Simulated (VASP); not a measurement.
Input of a VASP 6.6.1 run:

The input INCAR:

```
SYSTEM = WS2
  PREC = Accurate
  ENCUT = 520
  EDIFF = 1E-6
  ISMEAR = 0
  SIGMA = 0.05
  LREAL = .False.
  LASPH = .True.
  NELM = 150
  ALGO = Normal
  ISIF = 2
  LWAVE = .False.
  LCHARG = .True.
  ISPIN = 2
  MAGMOM = -0.13 -0.13 0.04 0.04 0.04 0.04
  LORBIT = 11
  LMAXMIX = 4
  LDAU = .True.
  LDAUTYPE = 1
  LDAUL = 2 -1
  LDAUU = 8 0
  LDAUJ = 0.9 0
  LDAUPRINT = 1
  GGA = PE
  LELF = .True.
  LVHAR = .True.
  NBANDS = 39
```

KPOINTS

```
Automatic mesh
0
Gamma
  7 7 2
  0 0 0
```

The input POSCAR:

```
WS2
1.0
    3.1799994900      0.0000000000      0.0000000000
   -1.5899997400      2.7539603400      0.0000000000
    0.0000000000      0.0000000000     12.4999993200
W S
2 4
Direct
    0.3333333333      0.6666666667      0.2500000000
    0.6666666667      0.3333333333      0.7500000000
    0.3333333333      0.6666666667      0.6200000000
    0.6666666667      0.3333333333      0.1200000000
    0.3333333333      0.6666666667      0.8800000000
    0.6666666667      0.3333333333      0.3800000000
```

Potentials or basis: VASP PAW PBE potentials, release 64 (W_sv, S).

Run with:

```sh
$ cat potpaw_PBE.64/W_sv/POTCAR potpaw_PBE.64/S/POTCAR > POTCAR
$ mpirun -np 1 vasp_std > vasp.out
```

Question: Estimate the pressure.

Answer: 2.2 GPa.

Question: Estimate the band gap on the k mesh.

Answer: 1.13 eV, indirect (least direct gap 2.22 eV).

Question: Predict the net moment.

Answer: 0.00 μB per cell.

Eigenvalues of the final occupation matrices:
| site | spin | trace | eigenvalues |
| --- | --- | --- | --- |
| site 1 d | 1 | 1.57 | 0.29 0.29 0.32 0.32 0.36 |
| site 1 d | 2 | 1.57 | 0.29 0.29 0.32 0.32 0.36 |
| site 2 d | 1 | 1.57 | 0.29 0.29 0.32 0.32 0.36 |
| site 2 d | 2 | 1.57 | 0.29 0.29 0.32 0.32 0.36 |

Caveat: spin-orbit coupling is left out, which moves the levels of the heavy elements; an odd mesh through Γ misses points on the zone boundary, where band edges often lie; this functional lacks dispersion, which binds the layers, so the pressure and a relaxed spacing across them are unreliable.
